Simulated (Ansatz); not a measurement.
Runs of Ansatz 0.2.0 on Al. The structure is cubic, space group Im-3m (No. 229). Conventional cell: a = 3.182 Å, b = 3.182 Å, c = 3.182 Å, α = 90.00°, β = 90.00°, γ = 90.00°. Al (site symmetry m-3m) has 8 Al at 2.76 Å as nearest neighbours. This isn't the form of Al at room conditions, which is fcc.

```tsv
task	level	cell	k mesh	smearing	atoms under strain	gap on the mesh (eV)	pressure (GPa)	relaxed volume (Å³/atom)
single point	PBE	as given	12 × 12 × 12	gaussian 0.027 eV	-	none	3.9	-
elastic constants	LDA	as given	9 × 9 × 9	fermi-dirac 0.05 eV	relaxed	none	0.5	-
relaxation of cell and atoms	BLYP+D4	relaxed	12 × 12 × 12	fermi-dirac 0.05 eV	-	none	0.0	16.35
phonons	LDA	as given	9 × 9 × 9	fermi-dirac 0.05 eV	-	none	-	-
relaxation of cell and atoms	BLYP+D3(BJ)	relaxed	12 × 12 × 12	fermi-dirac 0.05 eV	-	none	0.0	(b)
relaxation of cell and atoms	RPBE+D4	relaxed	12 × 12 × 12	fermi-dirac 0.05 eV	-	none	0.0	(a)
relaxation of cell and atoms	revPBE+D4	relaxed	12 × 12 × 12	fermi-dirac 0.05 eV	-	none	0.0	15.98
relaxation of cell and atoms	revPBE+D3(BJ)	relaxed	12 × 12 × 12	fermi-dirac 0.05 eV	-	none	0.0	15.73
single point	PBE	as given	12 × 12 × 12	gaussian 0.028 eV	-	none	3.9	-
```

Alike in all rows: potentials or basis Ansatz PAW; no spin polarisation; cutoff (eV) 420.

Task: Estimate the missing entries.

Result: (a) 15.92; (b) 15.97.

Caveats: the PAW data sets come from PBE, with cores solved anew for the run's functional, which leaves a small shift of forces and pressure (some runs); the plane-wave basis is chosen anew once the cell has moved, so the energies of steps on either side of that aren't comparable (some runs); pairwise dispersion overbinds metals, which lowers pressure and volume (some runs); the elastic tensor has a negative eigenvalue, so either the cell is unstable as it stands or the mesh is too thin (some runs).

A gap of «none» marks a metal or a gap under the smearing width.
